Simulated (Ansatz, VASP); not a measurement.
## WC: VASP beside Ansatz

```
W C
1.0
     0.00000    2.16177    2.16177
     2.16177    0.00000    2.16177
     2.16177    2.16177    0.00000
W C
1 1
Direct
  0.00000 0.00000 0.00000
  0.50000 0.50000 0.50000
```

Alike in both runs: functional LDA; k mesh 11 × 11 × 11; occupations fermi-dirac, width 0.1 eV; no spin polarisation.

Ansatz relaxed the structure, and its values are those at the end. VASP's run is a single point on that final structure, the one shown.

|  | VASP | Ansatz |
| --- | --- | --- |
| version | VASP 6.6.1 | Ansatz 0.2.0 |
| potentials or method | VASP PAW LDA potentials, release 64 (W_sv, C) | plane waves, PAW |
| plane-wave cutoff (eV) | 520 | 517 |
| valence electrons in the cell | 18 | 18 |

Ansatz gave:

| Item | Value |
| --- | --- |
| pressure (GPa) | 0.0 |

Problem. Which values does VASP return?

Solution. Pressure (GPa): 2.4.

Ansatz warned: «stress_scf_threshold_loose».

The runs have no spin-orbit coupling, so splittings on W are missing.
